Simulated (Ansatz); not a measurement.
System: zinc-blende ZnTe. Method: HSE06 in Ansatz (plane waves, PAW).

Total energies, extrapolated to zero smearing (they compare only within this program, potentials and cutoff):

```json
[
 {"system": "zinc-blende ZnTe, relaxed", "energy (eV/atom)": "-5152.2555"},
 {"system": "hcp Zn", "energy (eV/atom)": "-3318.9537"},
 {"system": "trigonal Te", "energy (eV/atom)": "-6984.3264"}
]
```

### Question
Work out the formation enthalpy per atom.

### Answer
ΔH_f ≈ ΔE = -5152.2555 − [1 × (-3318.9537) + 1 × (-6984.3264)]/2 = -0.615 eV/atom (0 K, no vibrations). The reference value is -0.61 eV/atom (measured, 298 K, not corrected to a static lattice; as tabulated in Zhang et al. (2018), doi:10.1038/s41524-018-0065-z), a difference of -0.005 eV/atom.

Spin–orbit coupling, which matters for such heavy atoms, is left out.

The PAW data were made under PBE.

Ansatz is a first-principles code.
